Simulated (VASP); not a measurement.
BeTe:

```
Te Be
1.0
     0.00000    2.77000    2.77000
     2.77000    0.00000    2.77000
     2.77000    2.77000    0.00000
Te Be
1 1
Direct
  0.75000 0.75000 0.75000
  0.00000 0.00000 0.00000
```

Program: VASP 6.6.1. Alike in all runs: task band structure; potentials or basis VASP PAW PBE potentials, release 64 (Te, Be); cell as given; cutoff (eV) 520; smearing fermi-dirac 0.05 eV. Hardware: 1 thread of AMD EPYC 9R45 96-Core Processor (Zen 5), on a shared host.

Task: Order these runs on this cell by their wall time, lowest first.
A. level SCAN; spin off; k mesh 8 × 8 × 8
B. level rSCAN; spin off; k mesh 8 × 8 × 8
C. level SCAN; spin SOC, no magnetisation; k mesh 6 × 6 × 6

Result: B (80 s), A (170 s), C (730 s).

Runs at the PBE level aren't shown here.
